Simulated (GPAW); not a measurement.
Input of a GPAW 26.7.0 run:

Contents of run.py:

```python
from ase.dft.bandgap import bandgap
from ase.io import write
from ase.spacegroup import crystal
from ase.units import GPa
from gpaw import GPAW, PW

# Ba 2a
# Ti 2b
# O 4e
# O 2a
atoms = crystal(['Ba', 'Ti', 'O', 'O'],
                basis=[[0.0, 0.0, 0.0],
                       [0.5, 0.5, 0.0124],
                       [0.5, 0.7433, 0.24854],
                       [0.0, 0.5, 0.9874]],
                spacegroup=38, setting=1,  # Amm2
                cellpar=[3.9855, 5.6738, 5.6903, 90.0, 90.0, 90.0],
                primitive_cell=True)

calc = GPAW(mode=PW(650),
            xc='MGGA_X_R2SCAN+MGGA_C_R2SCAN',
            kpts={'size': (6, 6, 6), 'gamma': True},
            occupations={'name': 'fermi-dirac', 'width': 0.05},
            nbands=36,
            maxiter=120,
            txt='gpaw.txt')
atoms.calc = calc
energy = atoms.get_potential_energy()
forces = atoms.get_forces()
stress = atoms.get_stress()
calc.write('gs.gpw')
write('result.traj', atoms)
print(f'Energy: {energy:.6f} eV')
print('Forces (eV/A):')
print(forces.round(4))
print('Stress (GPa):', (stress / GPa).round(3))
print('Fermi level:', round(calc.get_fermi_level(), 4), 'eV')
print(f'Gap: {bandgap(calc)[0]:.4f} eV, direct: {bandgap(calc, direct=True)[0]:.4f} eV')
```

Potentials or basis: GPAW PAW data sets (gpaw-data 1.2.1), pw.

Run with:

```sh
$ OMP_NUM_THREADS=1 python run.py
```

(1) Estimate the largest force.

(2) What does it give for the pressure?

## Answers

(1) 0.282 eV/Å.

(2) -1.3 GPa.

Caveat: the cutoff is short for stress and forces, so pressures can be off by a GPa or more; the PAW data sets were made with another functional, which shifts forces and pressure a little; spin-orbit coupling is left out, which moves the levels of the heavy elements.
